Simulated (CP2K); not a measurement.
# BeTe (F-43m) in CP2K: notebook, part 3 of 3

CP2K 2026.2. Earlier steps stand in the parts before.

## 6. Band structure, r2SCAN

File bete_bands.inp:

```
&GLOBAL
  PROJECT bete_bands
  RUN_TYPE ENERGY_FORCE
  PRINT_LEVEL LOW
&END GLOBAL
&FORCE_EVAL
  METHOD QS
  STRESS_TENSOR ANALYTICAL
  &DFT
    BASIS_SET_FILE_NAME BASIS_MOLOPT_UZH
    POTENTIAL_FILE_NAME POTENTIAL_UZH
    &MGRID
      CUTOFF 1250
      REL_CUTOFF 60
      NGRIDS 4
    &END MGRID
    &QS
      METHOD GPW
      EPS_DEFAULT 1.0E-9
    &END QS
    &KPOINTS
      SCHEME MONKHORST-PACK 8 8 8
      GAMMA_CENTERED T
      SYMMETRY T
      SYMMETRY_BACKEND SPGLIB
    &END KPOINTS
    &SCF
      SCF_GUESS ATOMIC
      EPS_SCF 1.0E-6
      MAX_SCF 100
      ADDED_MOS 10
      CHOLESKY OFF
      EPS_EIGVAL 1.0E-7
      &DIAGONALIZATION ON
        ALGORITHM STANDARD
      &END DIAGONALIZATION
      &MIXING ON
        METHOD BROYDEN_MIXING
        ALPHA 0.4
        BETA 1.5
        NBUFFER 8
      &END MIXING
      &SMEAR ON
        METHOD FERMI_DIRAC
        ELECTRONIC_TEMPERATURE [K] 300.557
      &END SMEAR
    &END SCF
    &XC
      &XC_FUNCTIONAL
        &MGGA_X_R2SCAN
        &END MGGA_X_R2SCAN
        &MGGA_C_R2SCAN
        &END MGGA_C_R2SCAN
      &END XC_FUNCTIONAL
    &END XC
    &PRINT
      &KPOINTS ON
      &END KPOINTS
      &MULLIKEN ON
      &END MULLIKEN
      &MO ON
        ENERGIES T
        OCCUPATION_NUMBERS T
        &EACH
          QS_SCF 0
        &END EACH
        ADD_LAST NUMERIC
      &END MO
      &BAND_STRUCTURE
        FILE_NAME bands.bs
        ADDED_MOS 6
        &KPOINT_SET
          UNITS B_VECTOR
          NPOINTS 8
          SPECIAL_POINT GAMMA 0.00000000 0.00000000 0.00000000
          SPECIAL_POINT X 0.50000000 0.00000000 0.50000000
          SPECIAL_POINT W 0.50000000 0.25000000 0.75000000
          SPECIAL_POINT K 0.37500000 0.37500000 0.75000000
          SPECIAL_POINT GAMMA 0.00000000 0.00000000 0.00000000
          SPECIAL_POINT L 0.50000000 0.50000000 0.50000000
          SPECIAL_POINT U 0.62500000 0.25000000 0.62500000
          SPECIAL_POINT W 0.50000000 0.25000000 0.75000000
          SPECIAL_POINT L 0.50000000 0.50000000 0.50000000
          SPECIAL_POINT K 0.37500000 0.37500000 0.75000000
        &END KPOINT_SET
        &KPOINT_SET
          UNITS B_VECTOR
          NPOINTS 8
          SPECIAL_POINT U 0.62500000 0.25000000 0.62500000
          SPECIAL_POINT X 0.50000000 0.00000000 0.50000000
        &END KPOINT_SET
      &END BAND_STRUCTURE
    &END PRINT
  &END DFT
  &SUBSYS
    &CELL
      A 3.9173715678 0.0000000000 0.0000000000
      B 1.9586857839 3.3925432938 0.0000000000
      C 1.9586857839 1.1308477646 3.1985204913
      PERIODIC XYZ
    &END CELL
    &COORD
      SCALED
      Te  0.7500000000 0.7500000000 0.7500000000
      Be  0.0000000000 0.0000000000 0.0000000000
    &END COORD
    &KIND Te
      BASIS_SET TZVP-MOLOPT-SCAN-GTH-q6
      POTENTIAL GTH-SCAN-q6
    &END KIND
    &KIND Be
      BASIS_SET TZVP-MOLOPT-SCAN-GTH-q4
      POTENTIAL GTH-SCAN-q4
    &END KIND
    &PRINT
      &ATOMIC_COORDINATES ON
      &END ATOMIC_COORDINATES
      &CELL ON
      &END CELL
    &END PRINT
  &END SUBSYS
  &PRINT
    &FORCES ON
    &END FORCES
    &STRESS_TENSOR ON
    &END STRESS_TENSOR
  &END PRINT
&END FORCE_EVAL
```

Potentials or basis: POTENTIAL_UZH Te GTH-SCAN-q6, Be GTH-SCAN-q4; TZVP-MOLOPT-SCAN-GTH basis.

Command:

```console
> OMP_NUM_THREADS=2 cp2k.psmp -i bete_bands.inp -o bete_bands.out
```

It took 51 s on 2 threads of Intel Xeon at 2.70GHz, shared host; peak memory 0.7 GiB.

Results (log left out):

```yaml
Free_energy: -623.8388 eV
Pressure: 4.9 GPa
Band_gap_on_the_k_mesh: 2.92 eV, indirect (least direct gap 4.30 eV)
Band_gap_along_the_path: 2.92 eV, indirect (least direct gap 4.30 eV)
Mulliken_charges: Te -0.41; Be +0.41 e
```

Levels at the corners of the path, in eV from the valence-band top:
| point | band 2 | band 3 | band 4 | band 5 | band 6 | band 7 | band 8 | band 9 | band 10 |
| --- | --- | --- | --- | --- | --- | --- | --- | --- | --- |
| Γ | -13.17 | 0.00 | 0.00 | 0.00 | 4.30 | 4.30 | 4.30 | 4.69 | 11.59 |
| X | -11.00 | -5.67 | -2.94 | -2.94 | 2.95 | 3.24 | 11.51 | 11.51 | 15.28 |
| W | -10.96 | -5.11 | -4.08 | -3.58 | 7.06 | 7.09 | 7.40 | 7.49 | 13.73 |
| K | -11.03 | -5.30 | -4.30 | -2.48 | 3.60 | 6.78 | 9.73 | 10.10 | 11.84 |
| Γ | -13.17 | 0.00 | 0.00 | 0.00 | 4.30 | 4.30 | 4.30 | 4.69 | 11.59 |
| L | -11.59 | -6.14 | -1.25 | -1.25 | 3.67 | 5.74 | 5.74 | 11.66 | 14.33 |
| U | -11.03 | -5.30 | -4.30 | -2.48 | 3.60 | 6.78 | 9.73 | 10.10 | 11.84 |
| W | -10.96 | -5.11 | -4.08 | -3.58 | 7.06 | 7.09 | 7.40 | 7.49 | 13.73 |
| L | -11.59 | -6.14 | -1.25 | -1.25 | 3.67 | 5.74 | 5.74 | 11.66 | 14.33 |
| K | -11.03 | -5.30 | -4.30 | -2.48 | 3.60 | 6.78 | 9.73 | 10.10 | 11.84 |
| U | -11.03 | -5.30 | -4.30 | -2.48 | 3.60 | 6.78 | 9.73 | 10.10 | 11.84 |
| X | -11.00 | -5.67 | -2.94 | -2.94 | 2.95 | 3.24 | 11.51 | 11.51 | 15.28 |

Caveat: Mulliken charges move with the basis; spin-orbit coupling is left out, which moves the levels of the heavy elements; the basis of atomic orbitals isn't converged, which shifts pressures, moduli and gaps. r2SCAN opens gaps a little over a GGA but as a rule still falls short of measured ones.

## 7. Band structure, TB-mBJ

bete_bands.inp: that of step 6 with these lines changed.

```diff
@@ -2,3 +2,3 @@
   PROJECT bete_bands
-  RUN_TYPE ENERGY_FORCE
+  RUN_TYPE ENERGY
   PRINT_LEVEL LOW
@@ -7,3 +7,2 @@
   METHOD QS
-  STRESS_TENSOR ANALYTICAL
   &DFT
@@ -44,3 +43,3 @@
         METHOD FERMI_DIRAC
-        ELECTRONIC_TEMPERATURE [K] 300.557
+        ELECTRONIC_TEMPERATURE [K] 116.045
       &END SMEAR
@@ -49,6 +48,6 @@
       &XC_FUNCTIONAL
-        &MGGA_X_R2SCAN
-        &END MGGA_X_R2SCAN
-        &MGGA_C_R2SCAN
-        &END MGGA_C_R2SCAN
+        &MGGA_X_TB09
+        &END MGGA_X_TB09
+        &LDA_C_PW
+        &END LDA_C_PW
       &END XC_FUNCTIONAL
@@ -70,3 +69,3 @@
         FILE_NAME bands.bs
-        ADDED_MOS 6
+        ADDED_MOS 4
         &KPOINT_SET
@@ -102,4 +101,3 @@
     &COORD
-      SCALED
-      Te  0.7500000000 0.7500000000 0.7500000000
+      Te  5.8760573517 3.3925432938 2.3988903685
       Be  0.0000000000 0.0000000000 0.0000000000
@@ -107,8 +105,8 @@
     &KIND Te
-      BASIS_SET TZVP-MOLOPT-SCAN-GTH-q6
-      POTENTIAL GTH-SCAN-q6
+      BASIS_SET TZVP-MOLOPT-PBE-GTH-q6
+      POTENTIAL GTH-PBE-q6
     &END KIND
     &KIND Be
-      BASIS_SET TZVP-MOLOPT-SCAN-GTH-q4
-      POTENTIAL GTH-SCAN-q4
+      BASIS_SET TZVP-MOLOPT-PBE-GTH-q4
+      POTENTIAL GTH-PBE-q4
     &END KIND
@@ -124,4 +122,2 @@
     &END FORCES
-    &STRESS_TENSOR ON
-    &END STRESS_TENSOR
   &END PRINT
```

Potentials or basis: POTENTIAL_UZH Te GTH-PBE-q6, Be GTH-PBE-q4; TZVP-MOLOPT-PBE-GTH basis.

Command:

```console
> OMP_NUM_THREADS=2 cp2k.psmp -i bete_bands.inp -o bete_bands.out
```

Run time: 96 s. Hardware: 2 threads of Intel Xeon at 2.70GHz, shared host; peak memory 0.7 GiB.

Results (log left out):

```yaml
Band_gap_on_the_k_mesh: 2.76 eV, indirect (least direct gap 4.17 eV)
Band_gap_along_the_path: 2.76 eV, indirect (least direct gap 4.17 eV)
Mulliken_charges: Te -0.53; Be +0.53 e
```

Levels at the corners of the path, in eV from the valence-band top:
```
point  band 2  band 3  band 4  band 5  band 6  band 7  band 8  band 9
    Γ  -12.53    0.00    0.00    0.00    4.17    4.17    4.17    4.62
    X  -10.44   -5.39   -2.80   -2.80    2.81    3.09   11.13   11.13
    W  -10.41   -4.84   -3.90   -3.42    6.57    6.92    7.00    7.11
    K  -10.47   -5.02   -4.11   -2.36    3.36    6.50    9.44    9.72
    Γ  -12.53    0.00    0.00    0.00    4.17    4.17    4.17    4.62
    L  -11.02   -5.85   -1.19   -1.19    3.53    5.57    5.57   11.29
    U  -10.47   -5.02   -4.11   -2.36    3.36    6.50    9.44    9.72
    W  -10.41   -4.84   -3.90   -3.42    6.57    6.92    7.00    7.11
    L  -11.02   -5.85   -1.19   -1.19    3.53    5.57    5.57   11.29
    K  -10.47   -5.02   -4.11   -2.36    3.36    6.50    9.44    9.72
    U  -10.47   -5.02   -4.11   -2.36    3.36    6.50    9.44    9.72
    X  -10.44   -5.39   -2.80   -2.80    2.81    3.09   11.13   11.13
```

Caveat: Mulliken charges move with the basis; this is a model potential without an energy functional, so only levels have meaning; the potentials were made for another functional, which shifts forces and pressure; spin-orbit coupling is left out, which moves the levels of the heavy elements; the basis of atomic orbitals isn't converged, which shifts pressures, moduli and gaps.

## 8. The runs side by side

```tsv
level	potentials or basis	spin	smearing	EPS_DEFAULT	k points reduced by the point group	NGRIDS	points a segment of the path (NPOINTS)	bands added on the path	gap on the mesh (eV)	pressure (GPa)
PBE	POTENTIAL_UZH Te GTH-PBE-q6, Be GTH-PBE-q4; TZVP-MOLOPT-PBE-GTH basis	off	fermi-dirac 0.0259 eV	1.0E-10	yes	5	6	6	2.54	5.5
PBE	GTH_SOC_POTENTIALS Te GTH-PBE-q6, Be GTH-PBE-q4; TZVP-MOLOPT-PBE-GTH basis	SOC, no magnetisation	fermi-dirac 0.1 eV	1.0E-9	-	4	8	4	-	5.5
LDA	GTH_POTENTIALS Te GTH-PADE-q6, Be GTH-PADE-q4; TZVP-MOLOPT-PBE-GTH basis	off	fermi-dirac 0.05 eV	1.0E-9	yes	5	6	2	2.54	1.6
PBEsol	POTENTIAL_UZH Te GTH-PBE-q6, Be GTH-PBE-q4; TZVP-MOLOPT-PBE-GTH basis	off	fermi-dirac 0.0259 eV	1.0E-9	yes	4	10	4	2.42	4.4
r2SCAN	POTENTIAL_UZH Te GTH-SCAN-q6, Be GTH-SCAN-q4; TZVP-MOLOPT-SCAN-GTH basis	off	fermi-dirac 0.0259 eV	1.0E-9	yes	4	8	6	2.92	4.9
TB-mBJ	POTENTIAL_UZH Te GTH-PBE-q6, Be GTH-PBE-q4; TZVP-MOLOPT-PBE-GTH basis	off	fermi-dirac 0.01 eV	1.0E-9	yes	4	8	4	2.76	-
```

Alike in all rows: task band structure; cell as given; k mesh 8 × 8 × 8.

Caveats: the basis of atomic orbitals isn't converged, which shifts pressures, moduli and gaps; spin-orbit coupling is left out, which moves the levels of the heavy elements (some runs); the potentials were made for another functional, which shifts forces and pressure (some runs); this is a model potential without an energy functional, so only levels have meaning (some runs).

Total energies depend on the potentials used, so only differences within one code and one set of settings carry meaning.
